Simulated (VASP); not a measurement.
# SnSe (Fm-3m) in VASP: a series of runs, part 2 of 2

VASP 6.6.1. Earlier steps stand in the parts before.

## 3. Single point, LAK, spin-orbit coupling, no magnetisation

File run.py:

```python
from ase.calculators.vasp import Vasp
from ase.dft.bandgap import bandgap
from ase.io import read

atoms = read('POSCAR')
calc = Vasp(
    directory='calc',
    pp='PBE',
    setups='recommended',
    prec='Accurate',
    encut=520,
    ediff=1e-06,
    ismear=-4,
    sigma=0.2,
    lreal=False,
    lasph=True,
    nelm=80,
    algo='Normal',
    isif=2,
    lwave=False,
    lcharg=False,
    lorbit=11,
    lsorbit=True,
    gga_compat=False,
    metagga='LAK',
    lmixtau=True,
    kpts=[6, 6, 6],
    gamma=True,
)
atoms.calc = calc

print('energy (eV):', atoms.get_potential_energy())
print('free energy (eV):', atoms.get_potential_energy(force_consistent=True))
print('forces (eV/A):')
print(atoms.get_forces())
print('stress (eV/A^3, Voigt):', atoms.get_stress())
print('Fermi level (eV):', calc.get_fermi_level())
gap, top, bottom = bandgap(calc)
print('band gap (eV):', gap, 'from (spin, k, band)', top, 'to', bottom)
```

File POSCAR:

```
SnSe
1.0
    0.0000000000      3.0100000000      3.0100000000
    3.0100000000      0.0000000000      3.0100000000
    3.0100000000      3.0100000000      0.0000000000
Sn Se
1 1
Direct
    0.0000000000      0.0000000000      0.0000000000
    0.5000000000      0.5000000000      0.5000000000
```

Potentials or basis: VASP PAW PBE potentials, release 64 (Sn_d, Se).

Command:

```sh
$ python run.py
```

It took 15 min on 1 thread of Intel Xeon Platinum 8488C (Sapphire Rapids), shared host; peak memory 0.41 GiB.

Results (log left out):

```
Free energy                                           : 42.4988 eV
Pressure                                              : 3.6 GPa
Valence electrons inside the program's atomic spheres : Sn 12.01; Se 3.84
```

Caveat: the PAW data sets were made with another functional, which shifts forces and pressure a little.

## 4. Single point, LDA, spin-orbit coupling, no magnetisation

File INCAR:

```
ALGO = Normal ; EDIFF = 1E-8
ENCUT = 750 ; GGA_COMPAT = F
ISIF = 2 ; ISMEAR = 0
LASPH = T ; LCHARG = F
LORBIT = 11 ; LREAL = F
LSORBIT = T ; LWAVE = F
MAGMOM = 0 0 0 0 0 0 ; NBANDS = 36
NELM = 100 ; PREC = Accurate
SIGMA = 0.02
```

File KPOINTS:

```
k-points
0
Gamma
  10 10 10
```

POSCAR is that of step 3.

Potentials or basis: VASP PAW LDA potentials, release 64 (Sn_d, Se).

Command:

```sh
$ cat potpaw_LDA.64/Sn_d/POTCAR potpaw_LDA.64/Se/POTCAR > POTCAR
$ mpirun -np 1 vasp_ncl > vasp.out
```

It took 3.8 min on 1 thread of Intel Xeon 6975P-C (Granite Rapids), shared host; peak memory 0.51 GiB.

The run converged. Its results:

```yaml
Free_energy: -9.5373 eV
Pressure: -3.2 GPa
Valence_electrons_inside_the_program's_atomic_spheres: Sn 12.07; Se 3.79
```

## 5. Single point, LDA, spin-orbit coupling, no magnetisation

INCAR: that of step 4 with these lines changed.

```diff
@@ -1,3 +1,3 @@
-ALGO = Normal ; EDIFF = 1E-8
-ENCUT = 750 ; GGA_COMPAT = F
+ALGO = Normal ; EDIFF = 1E-7
+ENCUT = 650 ; GGA_COMPAT = F
 ISIF = 2 ; ISMEAR = 0
```

File KPOINTS:

```
k-points
0
Gamma
  8 8 8
```

POSCAR is that of step 4.

Potentials or basis: VASP PAW LDA potentials, release 64 (Sn_d, Se).

Command:

```sh
$ cat potpaw_LDA.64/Sn_d/POTCAR potpaw_LDA.64/Se/POTCAR > POTCAR
$ mpirun -np 1 vasp_ncl > vasp.out
```

OUTCAR:

```text
EDIFF = 1E-7
   ENCUT = 650
   ISIF = 2
   ISMEAR = 0
   LASPH = T
   LORBIT = 11
   LREAL = F
   LSORBIT = T
   NELM = 100
   PREC = Accurate

 Found     29 irreducible k-points:

 Following reciprocal coordinates:
            Coordinates               Weight
  0.000000  0.000000  0.000000      1.000000
  0.125000  0.000000  0.000000      8.000000
  0.250000  0.000000  0.000000      8.000000
  0.375000  0.000000  0.000000      8.000000
  0.500000  0.000000  0.000000      4.000000
  0.125000  0.125000  0.000000      6.000000
   k-points           NKPTS =     29   k-points in BZ     NKDIM =     29   number of bands    NBANDS=     36
   number of dos      NEDOS =    301   number of ions     NIONS =      2
   total plane-waves  NPLWV =  46656
   dimension x,y,z NGX =    36 NGY =   36 NGZ =   36
[... 354 lines left out ...]
     0.0000000     0.0000000     0.0000000     0.0000000     0.0000000     0.0000000     0.0000000
     0.0000000     0.0000000     0.0000000     0.0000000     0.0000000     0.0000000     0.0000000
     0.0000000     0.0000000     0.0000000     0.0000000     0.0000000     0.0000000     0.0000000
     0.0000000     0.0000000     0.0000000     0.0000000     0.0000000     0.0000000     0.0000000
     0.0000000     0.0000000     0.0000000     0.0000000     0.0000000     0.0000000     0.0000000
     0.0000000     0.0000000     0.0000000     0.0000000     0.0000000     0.0000000     0.0000000

 total charge

# of ion       s       p       d       tot
------------------------------------------
    1        1.392   0.688   9.986  12.066
    2        1.484   2.281   0.025   3.790
--------------------------------------------------
tot          2.876   2.968  10.011  15.855

 magnetization (x)

# of ion       s       p       d       tot
------------------------------------------
    1       -0.000   0.000   0.000  -0.000
    2       -0.000  -0.000   0.000  -0.000
--------------------------------------------------
tot         -0.000  -0.000   0.000  -0.000

 magnetization (y)

# of ion       s       p       d       tot
------------------------------------------
    1        0.000   0.000   0.000   0.000
    2        0.000   0.000   0.000   0.000
--------------------------------------------------
tot          0.000   0.000   0.000   0.000

 magnetization (z)

# of ion       s       p       d       tot
------------------------------------------
    1        0.000  -0.000  -0.000  -0.000
    2        0.000   0.000   0.000   0.000
--------------------------------------------------
tot          0.000  -0.000  -0.000   0.000
```

It took 76 s on 1 thread of Intel Xeon 6975P-C (Granite Rapids), shared host; peak memory 0.36 GiB.

The run converged, but some of its settings lie outside the range that counts as converged, so its numbers aren't taken as properties of the crystal.

Results:

- Free energy: -9.5435 eV
- Pressure: -3.3 GPa
- Valence electrons inside the program's atomic spheres: Sn 12.07; Se 3.79

## 6. Single point, LDA, spin-orbit coupling, no magnetisation

INCAR: that of step 5 with these lines changed.

```diff
@@ -1,3 +1,3 @@
 ALGO = Normal ; EDIFF = 1E-7
-ENCUT = 650 ; GGA_COMPAT = F
+ENCUT = 400 ; GGA_COMPAT = F
 ISIF = 2 ; ISMEAR = 0
```

File KPOINTS:

```
k-points
0
Gamma
  10 10 10
```

POSCAR is that of step 5.

Potentials or basis: VASP PAW LDA potentials, release 64 (Sn_d, Se).

Command:

```sh
$ cat potpaw_LDA.64/Sn_d/POTCAR potpaw_LDA.64/Se/POTCAR > POTCAR
$ mpirun -np 1 vasp_ncl > vasp.out
```

It took 54 s on 1 thread of Intel Xeon 6975P-C (Granite Rapids), shared host; peak memory 0.25 GiB.

These settings aren't checked as converged: the numbers below hold their error.

What came out:

```yaml
Free_energy: -9.5369 eV
Pressure: -3.2 GPa
Valence_electrons_inside_the_program's_atomic_spheres: Sn 12.07; Se 3.79
```

## 7. For comparison

An earlier run on the cell as given: functional PBEsol; potentials or basis VASP PAW PBE potentials, release 64 (Sn_d, Se); cutoff 520 eV; k mesh 8 × 8 × 8; occupations fermi-dirac, width 0.05 eV; no spin polarisation.

- Pressure: -1.9 GPa
- Band gap on the k mesh: 0.65 eV, direct

## 8. The runs side by side

```csv
level,potentials or basis,spin,k mesh,cutoff (eV),smearing,ladder,other keys,pressure (GPa)
LAK,"VASP PAW PBE potentials, release 64 (Sn_d, Se)","SOC, no magnetisation",6 × 6 × 6,520,"tetrahedron, uncorrected 0.2 eV",-,ISMEAR = -4; SIGMA = 0.2,3.6
LDA,"VASP PAW LDA potentials, release 64 (Sn_d, Se)","SOC, no magnetisation",10 × 10 × 10,750,gaussian 0.02 eV,-,-,-3.2
PBEsol,"VASP PAW PBE potentials, release 64 (Sn_d, Se)",off,8 × 8 × 8,520,fermi-dirac 0.05 eV,free,-,-1.9
```

Alike in all rows: task single point; cell as given.

Caveats: the PAW data sets were made with another functional, which shifts forces and pressure a little (some runs); spin-orbit coupling is left out, which moves the levels of the heavy elements (some runs).

Absolute energies hang on the potentials; compare differences alone.
